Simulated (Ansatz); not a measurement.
# CuI: the band gap up the ladder of functionals

Aim: see whether the known phase of CuI (F-43m) with 2 atoms a cell has a gap and how its size depends on the level of theory: PBE, r2SCAN, HSE06, PBE+SOC, PBE0, LDA, DDH-PBE0, HSE06+SOC, r2SCAN0, LC-ωPBE.

The COD entry's cell or inner coordinates are ideal or old and differ from later refinements, so a difference from it is no clean test against experiment.

Code: Ansatz 0.2.0. PAW datasets, plane waves. The values are computed, spin-unpolarised, and not measurements.

## 1. Starting point

The cell was relaxed beforehand with r2SCAN.

Space group F-43m (No. 216), cubic; a = 6.024 Å in the conventional setting, 27.33 Å³ an atom. Around Cu lie 4 I at 2.61 Å; around I lie 4 Cu at 2.61 Å.

The structure in full:

```
CELL_PARAMETERS angstrom
0.00000 3.01204 3.01204
3.01204 0.00000 3.01204
3.01204 3.01204 0.00000
ATOMIC_POSITIONS crystal
Cu 0.25000 0.25000 0.25000
I 0.00000 0.00000 0.00000
```

## 2. Band structure with PBE

input.yaml

```yaml
crystal:
  lattice:
    - [0.0, 3.0120426902, 3.0120426902]
    - [3.0120426902, 0.0, 3.0120426902]
    - [3.0120426902, 3.0120426902, 0.0]
  atoms:
    - { symbol: Cu, position: [0.25, 0.25, 0.25] }
    - { symbol: I, position: [0.0, 0.0, 0.0] }
kpoints:
  mp_grid: { grid: [8, 8, 8] }
  band_path:
    path:
      - [[0.0, 0.0, 0.0], [-0.5, -0.5, -3.129583219912e-34], [-0.375, -0.375, 0.25]]
      - [[-0.375, -7.863402085545e-17, 0.375], [0.0, 0.0, 0.0], [6.574945552839e-19, 6.574945552839e-19, 0.5], [-0.5, -0.25, 0.25], [-0.5, -0.5, -3.129583219912e-34]]
    npoints: 10
hamiltonian:
  xc: pbe
scf:
  occupations: { method: fermi_dirac, width: 0.02 }
  n_extra_bands: 4
output:
  forces: true
  stress: true
  eigenvalues: true
```

Launch:

```
ansatz run input.yaml --threads 2 --pin off --max-ram 4608MiB --backend cpu --events-out ev --progress --plain --runs-dir out
```

After this run come: Single point with r2SCAN; Single point with HSE06; PBE+SOC; Single point with PBE0; LDA; DDH-PBE0; HSE06+SOC at the same geometry; Single point with r2SCAN0; Single point with LC-ωPBE.

Q: Predict the outcome of this session. Wanted: for each run, gap; kind; from PBE.

**Answer**, as computed:

| level | gap (eV) | kind | from PBE (eV) |
| --- | --- | --- | --- |
| PBE | 1.17 | direct, Γ | 0 |
| r2SCAN | 1.67 | direct, Γ | +0.50 |
| HSE06 | 2.67 | direct, Γ | +1.50 |
| PBE+SOC | 1.01 | direct, Γ | -0.16 |
| PBE0 | 3.33 | direct, Γ | +2.16 |
| LDA | 0.99 | direct, Γ | -0.18 |
| DDH-PBE0 | 2.51 | direct, Γ | +1.34 |
| HSE06+SOC | 2.46 | direct, Γ | +1.29 |
| r2SCAN0 | 3.67 | direct, Γ | +2.50 |
| LC-ωPBE | 7.34 | direct, Γ, mesh only | +6.17 |

Meshes: PBE 8×8×8, r2SCAN 8×8×8, HSE06 6×6×6, PBE+SOC 8×8×8, PBE0 6×6×6, LDA 8×8×8, DDH-PBE0 6×6×6, HSE06+SOC 4×4×4, r2SCAN0 6×6×6, LC-ωPBE 6×6×6. Gaps marked «mesh only» don't see the path that PBE's does.

In words: LDA gives the least gap, 0.99 eV, and LC-ωPBE the largest, 7.34 eV. PBE reaches 44 % of the HSE06 value, and r2SCAN 62 %. PBE0 lies 0.66 eV above HSE06, which differs from it by screening the long-range exchange. Spin-orbit coupling changes the PBE gap by -0.16 eV, and the other levels here lack it unless marked. All values are for fixed nuclei; lattice motion, which mostly narrows measured gaps, is not included.
